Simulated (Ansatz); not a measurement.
# Co: ferro- or antiferromagnet, part 1 of 2

Aim: compare arrangements of the moments in a cell of Co: parallel, none, and patterns of up and down. Methods of the runs shown: PAW and LAPW. Its runs: parallel moments (PAW and LAPW); no spin polarisation (PAW); moments start +- (PAW and LAPW).

Computed with Ansatz 0.2.0 (DFT PBE, with the methods named in each step, unless a step's input says otherwise).

## 1. The system as given

The structure is trigonal, space group P-3m1 (No. 164). The conventional cell has a = 2.487 Å, b = 2.487 Å, c = 4.063 Å, α = 90.00°, β = 90.00°, γ = 120.00°. Around Co (site symmetry 3m) lie 12 Co at 2.42 to 2.55 Å.

Structure file:

```xyz
2
Lattice="2.4874 0.0000 0.0000 -1.2437 2.1541 0.0000 0.0000 0.0000 4.0633" Properties=species:S:1:pos:R:3 pbc="T T T"
Co    1.2437    0.7180    1.0559
Co    0.0000    1.4361    3.0074
```

In patterns such as +-, the signs follow the magnetic atoms in the order of the input.

Atoms are numbered in the order of the input: Co1, Co2.

## 2. Parallel moments, PAW

input.yaml reads:

```yaml
crystal:
  lattice:
    - [2.4873648738, 0.0, 0.0]
    - [-1.2436824369, 2.1541211692, 0.0]
    - [0.0, 0.0, 4.0632895034]
  atoms:
    - { symbol: Co, position: [0.6666666667, 0.3333333333, 0.259861], spin: 2.0 }
    - { symbol: Co, position: [0.3333333333, 0.6666666667, 0.740139], spin: 2.0 }
magnetization:
  spin_polarized: true
kpoints:
  mp_grid: { grid: [15, 15, 8] }
scf:
  occupations: { method: fermi_dirac, width: 0.08 }
  lower_state_search: "off"
hamiltonian:
  xc: pbe
  pseudopotentials: { kind: paw }
output:
  forces: true
  stress: true
  eigenvalues: true
  populations: true
```

Run with:

```
> ansatz run input.yaml --threads 1 --pin off --max-ram 3072MiB --backend cpu --events-out ev --progress --plain --runs-dir out
```

Output, cut to the lines that bear on the results:

```text
[...]
Pseudopotentials: kind: paw
Pseudopotential: Co, paw, valence charge 17, recommended cutoff 420 eV (normal)
Functional definition: PBE
[...]
Crystal: 2 atoms, lattice volume = 21.771 Å³
Basis set: ecut = 420 eV, 391 PW (Γ), exchange–correlation on 36×36×60 points (8 copies of the dense FFT grid, shifted against one another)
Bands: 23, of which v1, the nominal top of the filled ones, is band 17 counted from 1 (16 counted from 0)
Symmetry: 12 space group operations
Space group: P-3m1 (ITA 164), of the structure as read, at distance tolerance 2.8e-5 Å
Magnetic group: BNS 164.85 (UNI 1315), of the structure as read, at distance tolerance 2.8e-5 Å
k-points: 192 of 1800
[...]
Starting moments: Σ|m| = 4 μB on 2 of 2 sites
[...]
SCF iter   1: F=—  HF=-10252.165673 eV  |F-HF|=—  |Δ(HF+E_count)|=         —  Δρ=3.71e-2 (↑2.79e-2 ↓3.71e-2)  dr2=2.88e-1  dr2_m=1.06e-1  M=3.317 μB ∫|m|=3.406 μB  β_m=0.30  ethr=8.46e-4  ⟨swp⟩=1.0  Hψ=44536  notcnv=0
[...]
spin-set hold released at iteration 8 (site moments contracting): the magnetisation degrees of freedom join the quasi-Newton model from the next iteration; the mixer history was flushed
[...]
SCF iter  14: F=-10252.303822 eV  HF=-10252.303822 eV  |F-HF|=2.84e-10  |Δ(HF+E_count)|=   5.82e-8  Δρ=4.11e-6 (↑4.11e-6 ↓3.75e-6)  dr2=2.31e-9  dr2_m=2.53e-9  M=3.265 μB ∫|m|=3.591 μB  ethr=2.94e-10  ⟨swp⟩=4.8  Hψ=32575  notcnv=0
[...]
SCF converged after 14 iterations
Magnetization: 3.2654 μB (18.6327 up, 15.3673 down)
Absolute magnetization: 3.5921 μB (∫|ρ↑−ρ↓|, with the PAW one-centre terms)
Spin contamination: 0.0569 ħ² per cell (⟨S²⟩ above its minimum at these occupations)
Per-site moments (μB) at R_I (Å): [(1.7090736102990531, 0.9994691688402235), (1.7090736102990531, 0.9994691688402235)]
Free energy (F): -10252.303822 eV
[...]
E sigma→0 (E₀):  -10252.286700 eV
Entropy (-TS):   -0.034243 eV (-17.122 meV/atom)
Fermi energy:    18.641910 eV
[...]
--- Forces (eV/Å), atoms counted from 1 ---
  atom   1  Co    -0.00000000     0.00000000    -0.51352661
  atom   2  Co     0.00000000    -0.00000000     0.51352661
[...]
--- Stress (GPa, compression-positive) ---
        1.282323       0.000000       0.000000
        0.000000       1.282323      -0.000000
        0.000000      -0.000000      -0.379544
  P = ⅓ Tr σ = 0.7284 GPa (7.284 kbar)
--- Band table (eV; the first three rows and the last of 384) ---
  k-point 0 ↑: bands = ["-77.4611", "-77.4040", "-40.8592", "-40.5730", "-40.5730", "-40.5334", "-40.5254", "-40.5254", "9.6137", "13.4203", "15.9474", "15.9988", "15.9988", "16.2977", "16.2977", "16.7086", "16.7086", "17.7862", "17.7862", "18.3652", "24.7015", "40.4849", "42.9535"]
[...]
--- Löwdin populations: 2 sites ---
  site symbol       q [e]    m [muB]
     0     Co     16.7804     1.6983
     1     Co     16.7804     1.6983
  spilling = 0.012917 (of n_electrons = 34.000000)
```

Wall time 15 s (1 thread of Intel Xeon Platinum 8375C at 2.90GHz (Ice Lake), shared host); peak memory 0.46 GiB.

Read from it: total moment 3.27 μB; site moments Co1 1.71, Co2 1.71 μB; pressure 0.73 GPa; no gap.

## 3. Parallel moments, LAPW

input.yaml, as its differences from that of step 2:

```diff
@@ -17,3 +17,3 @@
   xc: pbe
-  pseudopotentials: { kind: paw }
+  pseudopotentials: { kind: all_electron, lapw: { basis_error: 0.001 } }
 output:
```

Run with:

```
> ansatz run input.yaml --threads 1 --pin off --max-ram 3072MiB --backend cpu --events-out ev --progress --plain --runs-dir out
```

Output:

```text
Co: projections on atomic orbitals take those of the free atom 1s2 2s2 2p6 3s2 3p6 3d7 4s2, of charge +0.00 (hamiltonian.pseudopotentials.projection_atoms)
LAPW: plane waves up to 9.282 Å⁻¹, error target 1.0e-3 eV per atom; small_component_spin mean_spin; Co in spheres of 1.211 Å, 17 of its electrons in bands, Dirac shells []
Engine: ansatz 0.2.0
Pseudopotentials: kind: all_electron
Pseudopotential: Co, LAPW, valence charge 17, Koelling and Harmon's equation, gaussian nucleus
[... 1 set-up line as earlier in the session ...]
  parameter kappa = 0.804
  parameter beta = 0.06672455060314922
  exchange = pbe_x(kappa = kappa, mu = beta*pi^2/3)
  correlation = pbe_c(beta = beta)
Crystal: 2 atoms, lattice volume = 21.771 Å³
Basis set: ecut = 328.23563188933286 eV, 313 PW (Γ), exchange–correlation at level 2
Bands: 23, of which v1, the nominal top of the filled ones, is band 17 counted from 1 (16 counted from 0)
[... 2 set-up lines as earlier in the session ...]
Magnetic group: BNS 164.85 (UNI 1315), of the structure as read, at distance tolerance 2.8e-5 Å
k-points: 192 of 1800
Non-local potential: Co, projectors of the file, none
Initial density: superposition of atomic densities (chi_scale 0.1, normalization cell)
Starting moments: Σ|m| = 4 μB on 2 of 2 sites
Initial wavefunctions: plane waves of lowest kinetic energy (no species holds an atomic orbital)
Functional: x = pbe(κ = 0.804, μ = 0.2195149727645171), c = pbe(β = 0.06672455060314922)
iter 1 solved again at ethr=1.95e-4 eV; its pass at ethr=1.00e-1 eV (dr2=6.64e-2 eV) is discarded
SCF iter   1: F=—  HF=-75835.115472 eV  |F-HF|=—  |Δ(HF+E_count)|=         —  Δρ=1.78e-2 (↑1.68e-2 ↓1.78e-2)  dr2=6.65e-2  dr2_m=4.95e-2  M=3.320 μB ∫|m|=3.459 μB  β_m=0.30  ethr=1.95e-4  ⟨swp⟩=2.9  Hψ=64374  notcnv=0
preconditioner: auto → none  [metal: Δε(μ)=0.003 eV  Ē_g=9.484 eV  σ=0.080 eV  W_gap=0.01  n_scr=8 (ndim 8)  ℏωp=33.8 eV  f_vac=0.000  D(μ)=1.57/eV (n_scr^D=22)  sad-step TF]
SCF iter   2: F=—  HF=-75835.118267 eV  |F-HF|=—  |Δ(HF+E_count)|=   2.79e-3  Δρ=1.30e-2 (↑1.20e-2 ↓1.30e-2)  dr2=4.47e-2  dr2_m=2.71e-2  M=3.293 μB ∫|m|=3.468 μB  β_m=0.30  ethr=1.95e-4  ⟨swp⟩=2.0  Hψ=24665  notcnv=0
iter 3 solved again at ethr=1.24e-5 eV; its pass at ethr=1.31e-4 eV (dr2=4.21e-3 eV) is discarded
SCF iter   3: F=—  HF=-75835.128056 eV  |F-HF|=—  |Δ(HF+E_count)|=   9.79e-3  Δρ=8.97e-3 (↑8.40e-3 ↓8.97e-3)  dr2=4.20e-3  dr2_m=1.39e-2  M=3.285 μB ∫|m|=3.492 μB  β_m=0.30  ethr=1.24e-5  ⟨swp⟩=2.0  Hψ=43147  notcnv=0
SCF iter   4: F=—  HF=-75835.141694 eV  |F-HF|=—  |Δ(HF+E_count)|=   1.36e-2  Δρ=6.36e-3 (↑6.02e-3 ↓6.36e-3)  dr2=1.03e-3  dr2_m=7.29e-3  M=3.277 μB ∫|m|=3.509 μB  β_m=0.30  ethr=1.23e-5  ⟨swp⟩=2.1  Hψ=24515  notcnv=0
SCF iter   5: F=—  HF=-75835.149887 eV  |F-HF|=—  |Δ(HF+E_count)|=         —  Δρ=4.38e-3 (↑4.36e-3 ↓4.38e-3)  dr2=9.54e-6  dr2_m=3.81e-3  M=3.272 μB ∫|m|=3.524 μB  β_m=0.30  ethr=3.04e-6  ⟨swp⟩=2.8  Hψ=25019  notcnv=0
the basis was enlarged: its passes take 154.1 KiB over the memory plan, 2 of 2 planned eigensolver slots
SCF iter   6: F=—  HF=-75835.154627 eV  |F-HF|=—  |Δ(HF+E_count)|=   4.74e-3  Δρ=3.18e-3 (↑3.16e-3 ↓3.18e-3)  dr2=3.80e-6  dr2_m=2.01e-3  M=3.269 μB ∫|m|=3.536 μB  β_m=0.30  ethr=2.81e-8  ⟨swp⟩=3.4  Hψ=28432  notcnv=0
Mixer restart at iter 6: flushing history
spin-set hold released at iteration 6 (site moments contracting): the magnetisation degrees of freedom join the quasi-Newton model from the next iteration; the mixer history was flushed
SCF iter   7: F=—  HF=-75835.157449 eV  |F-HF|=—  |Δ(HF+E_count)|=   2.82e-3  Δρ=2.32e-3 (↑2.29e-3 ↓2.32e-3)  dr2=2.25e-6  dr2_m=1.06e-3  M=3.267 μB ∫|m|=3.546 μB  β_m=0.62  ethr=1.12e-8  ⟨swp⟩=3.8  Hψ=28759  notcnv=0
SCF iter   8: F=—  HF=-75835.161678 eV  |F-HF|=—  |Δ(HF+E_count)|=   4.23e-3  Δρ=3.25e-4 (↑2.87e-4 ↓3.25e-4)  dr2=2.99e-7  dr2_m=1.86e-5  M=3.263 μB ∫|m|=3.582 μB  β_m=0.82  ethr=6.61e-9  ⟨swp⟩=4.0  Hψ=33720  notcnv=0
SCF iter   9: F=—  HF=-75835.161858 eV  |F-HF|=—  |Δ(HF+E_count)|=   1.80e-4  Δρ=7.08e-5 (↑7.08e-5 ↓4.07e-5)  dr2=1.46e-6  dr2_m=6.97e-8  M=3.266 μB ∫|m|=3.594 μB  β_m=0.56  ethr=8.80e-10  ⟨swp⟩=4.0  Hψ=32375  notcnv=0
SCF iter  10: F=—  HF=-75835.161865 eV  |F-HF|=—  |Δ(HF+E_count)|=   6.50e-6  Δρ=8.01e-5 (↑6.73e-5 ↓8.01e-5)  dr2=2.11e-6  dr2_m=1.03e-7  M=3.266 μB ∫|m|=3.596 μB  β_m=0.40  ethr=8.80e-10  ⟨swp⟩=3.0  Hψ=28287  notcnv=0
iter 11 did not close the SCF: its close was put off for a magnetic moment that had not settled (scf_convergence_deferred on its scf_iter line)
SCF iter  11: F=-75835.161847 eV  HF=-75835.161847 eV  |F-HF|=1.37e-8  |Δ(HF+E_count)|=   1.74e-5  Δρ=6.32e-6 (↑6.32e-6 ↓5.51e-6)  dr2=7.71e-9  dr2_m=5.19e-9  M=3.266 μB ∫|m|=3.595 μB  β_m=0.48  ethr=8.80e-10  ⟨swp⟩=3.0  Hψ=28234  notcnv=0
SCF iter  12: F=-75835.161847 eV  HF=-75835.161847 eV  |F-HF|=1.70e-8  |Δ(HF+E_count)|=   3.14e-8  Δρ=3.33e-6 (↑2.65e-6 ↓3.33e-6)  dr2=2.57e-9  dr2_m=1.48e-9  M=3.266 μB ∫|m|=3.595 μB  ethr=2.27e-11  ⟨swp⟩=3.0  Hψ=26365  notcnv=0
SCF 1 converged in 12 iterations: F = -75835.161847 eV  dr2 = 2.57e-9
SCF converged after 12 iterations
Magnetization: 3.2664 μB (18.6332 up, 15.3668 down)
Absolute magnetization: 3.5954 μB (∫|ρ↑−ρ↓|)
Spin contamination: 0.0571 ħ² per cell (⟨S²⟩ above its minimum at these occupations)
Per-site moments (μB) at R_I (Å): [(1.6951911738016658, 1.2114777623599622), (1.6951911738016658, 1.2114777623599622)]
Free energy (F): -75835.161847 eV
Harris-Foulkes:  -75835.161847 eV  (|F-HF|=1.70e-8)
Internal energy: -75835.127604 eV  (E = F + TS)
E sigma→0 (E₀):  -75835.144726 eV
Entropy (-TS):   -0.034244 eV (-17.122 meV/atom)
Fermi energy:    19.032113 eV
--- Per-component energies (eV) ---
  E_band       = -477.174963
  E_kinetic    = 76963.540795
  E_xc         = -3249.691375
  E_electrostatic = -149548.977024  (all electrons and nuclei)
  E_smearing   = -0.034244  (= −TS)
  E_closure    = 0.000000  (closes the sum)
  E_atoms      = -75818.578525  (free atoms, spherical and without spin; not in F)
  Σ components = -75835.161847   (vs F -75835.161847, Δ=0.00e0)
  Basis errors (estimates in eV, not in F): energy 2.8e-4 per atom: plane waves 2.2e-4 (1.1e-4 summed), levels above the bands 3.5e-54, relativity 4.1e-8, radial functions 6.5e-5, core shells 2.0e-9; eigenvalues (radial functions only) 7.5e-7; not estimated: angular momenta, meshes, grids; target (lapw.basis_error) 1.0e-3; muffin-tin radii Co 1.211 Å
--- Forces (eV/Å), atoms counted from 1 ---
  atom   1  Co    -0.00000000     0.00000000    -0.51114392
  atom   2  Co     0.00000000    -0.00000000     0.51114392
  max |Σ_I F_I| component: 0.00e0 eV/Å
--- Stress (GPa, compression-positive) ---
        1.179705       0.000000      -0.000000
        0.000000       1.179705       0.000000
       -0.000000       0.000000      -0.450201
  P = ⅓ Tr σ = 0.6364 GPa (6.364 kbar)
--- Band table (eV; the first three rows and the last of 384) ---
  k-point 0 ↑: bands = ["-77.0709", "-77.0143", "-40.4703", "-40.1853", "-40.1853", "-40.1459", "-40.1379", "-40.1379", "10.0123", "13.8107", "16.3380", "16.3884", "16.3884", "16.6877", "16.6877", "17.0956", "17.0956", "18.1719", "18.1719", "18.7590", "25.0946", "40.8617", "43.5274"]
  k-point 1 ↑: bands = ["-77.0690", "-77.0162", "-40.4589", "-40.1837", "-40.1837", "-40.1576", "-40.1395", "-40.1395", "10.1670", "13.7734", "16.2953", "16.3520", "16.3520", "16.6509", "16.6509", "17.1819", "17.1819", "18.1634", "18.1634", "18.1668", "26.0010", "40.7922", "42.6189"]
  k-point 2 ↑: bands = ["-77.0637", "-77.0215", "-40.4266", "-40.1906", "-40.1793", "-40.1793", "-40.1439", "-40.1439", "10.6202", "13.5887", "16.1723", "16.2970", "16.2970", "16.5541", "16.5541", "17.0966", "17.3821", "17.3821", "18.1257", "18.1257", "28.0855", "39.5606", "41.1716"]
  k-point 191 ↓: bands = ["-74.9066", "-74.9066", "-38.3736", "-38.3736", "-38.3185", "-38.2847", "-38.1565", "-38.1565", "16.2399", "16.4678", "16.4678", "16.5922", "17.2821", "17.2821", "18.6283", "19.0452", "20.1141", "20.1141", "25.3397", "25.3397", "26.9094", "27.1091", "29.1525"]
--- Löwdin populations: 2 sites ---
  site symbol       q [e]    m [muB]
     0     Co     26.7854     1.6991
     1     Co     26.7854     1.6991
  spilling = 0.007946 (of n_electrons = 54.000000)
```

Run time: 93 s. Hardware: 1 thread of Intel Xeon Platinum 8375C at 2.90GHz (Ice Lake), shared host; peak memory 0.83 GiB.

Result: total moment 3.27 μB; site moments Co1 1.70, Co2 1.70 μB; pressure 0.64 GPa; no gap.

(Continued in part 2 of 2.)
